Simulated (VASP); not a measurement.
Wanted: the native input for a VASP 6.6.1 run.

```yaml
Task: single point
Functional: PBEsol
Potentials_or_basis: VASP PAW PBE potentials, release 64 (Al, Pt)
Cutoff: 520 eV
k_mesh: 12 × 12 × 12
Occupations: fermi-dirac, width 0.15 eV
Spin: no spin polarisation
Dipole_correction: no
Further_INCAR_settings: ALGO = Fast; EDIFF = 1e-06; NBANDS = 15
```

The structure of Al2Pt lies in POSCAR:

```
Al2Pt
1.0
    0.0000000000      2.9487794694      2.9487794694
    2.9487794694      0.0000000000      2.9487794694
    2.9487794694      2.9487794694      0.0000000000
Al Pt
2 1
Direct
    0.2500000000      0.2500000000      0.2500000000
    0.7500000000      0.7500000000      0.7500000000
    0.0000000000      0.0000000000      0.0000000000
```

The cell isn't the ideal one: cell and atoms relaxed tightly for response.

These files were run (other wordings do the same):

INCAR

```
PREC = Accurate
ENCUT = 520
EDIFF = 1E-6
ISMEAR = -1
SIGMA = 0.15
LREAL = False
LASPH = True
NELM = 60
ALGO = Fast
ISIF = 2
LWAVE = False
LCHARG = False
GGA = PS
NBANDS = 15
```

KPOINTS

```
regular mesh
0
Gamma
  12 12 12
```

Potentials or basis: VASP PAW PBE potentials, release 64 (Al, Pt).

The run is started by

```console
$ cat potpaw_PBE.64/Al/POTCAR potpaw_PBE.64/Pt/POTCAR > POTCAR
$ mpirun -np 1 vasp_std > vasp.out
```

It gave:

```
Pressure               : 0.0 GPa
Band gap on the k mesh : none (metal or under the smearing width)
```

Caveat: the PAW data sets were made with another functional, which shifts forces and pressure a little.

Wall time 33 s on 1 thread of AMD EPYC 9R45 (Zen 5), with other jobs on the host, peak memory 0.18 GiB.
